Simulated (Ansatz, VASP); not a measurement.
This is a calculation of Ag for Ansatz 0.2.0.

input.yaml

```yaml
crystal:
  lattice:
    - [2.949404539, 0.0, 0.0]
    - [-1.4747022695, 2.5542592568, 0.0]
    - [0.0, 0.0, 4.8217227788]
  atoms:
    - { symbol: Ag, position: [0.6666666667, 0.3333333333, 0.75] }
    - { symbol: Ag, position: [0.3333333333, 0.6666666667, 0.25] }
kpoints:
  mp_grid: { grid: [10, 10, 6] }
scf:
  occupations: { method: fermi_dirac, width: 0.05 }
hamiltonian:
  xc: pbe
  pseudopotentials: { kind: all_electron, lapw: { basis_error: 0.0005 } }
output:
  forces: true
  stress: true
  eigenvalues: true
```

Potentials or basis: all-electron LAPW, scalar-relativistic.

Command:

```sh
$ ansatz run input.yaml --threads 1 --pin off --max-ram 3072MiB --backend cpu --events-out ev --progress --plain --runs-dir out
```

Set up the same calculation for VASP 6.6.1. Potentials there: VASP PAW PBE potentials, release 64 (Ag).

As run (the cutoff follows the program's own potentials):

Contents of INCAR:

```
ALGO     = Fast           # electronic algorithm
EDIFF    = 1E-7           # SCF threshold, eV
ENCUT    = 520            # plane-wave cutoff, eV
GGA      = PE             # functional
ISIF     = 2              # what is computed and relaxed
ISMEAR   = -1             # smearing method
LASPH    = True           # aspherical terms in the spheres
LCHARG   = False          # write CHGCAR
LREAL    = False          # projectors in reciprocal space
LWAVE    = False          # write WAVECAR
NBANDS   = 18             # bands
NELM     = 80             # most SCF steps
PREC     = Accurate       # precision mode
SIGMA    = 0.05           # smearing width, eV
```

File KPOINTS:

```
k-points
0
Gamma
  10 10 6
```

File POSCAR:

```
Ag
1.0
    2.9494045390      0.0000000000      0.0000000000
   -1.4747022695      2.5542592568      0.0000000000
    0.0000000000      0.0000000000      4.8217227788
Ag
2
Direct
    0.6666666667      0.3333333333      0.7500000000
    0.3333333333      0.6666666667      0.2500000000
```

Potentials or basis: VASP PAW PBE potentials, release 64 (Ag).

The run is started by

```sh
$ cat potpaw_PBE.64/Ag/POTCAR > POTCAR
$ mpirun -np 1 vasp_std > vasp.out
```

Both were run:

|  | VASP | Ansatz | Ansatz less VASP |
| --- | --- | --- | --- |
| gap on the k mesh at the Fermi level (eV) | none | none | - |
| pressure (GPa) | -1.2 | -1.2 | +0.02 |
| largest component of the traceless stress (GPa) | 0.43 | 0.42 | -0.005 |

A gap of «none» marks a metal or a gap that the smearing closes. Ansatz ran all-electron here, so the differences hold the error of VASP's frozen core and of both bases.
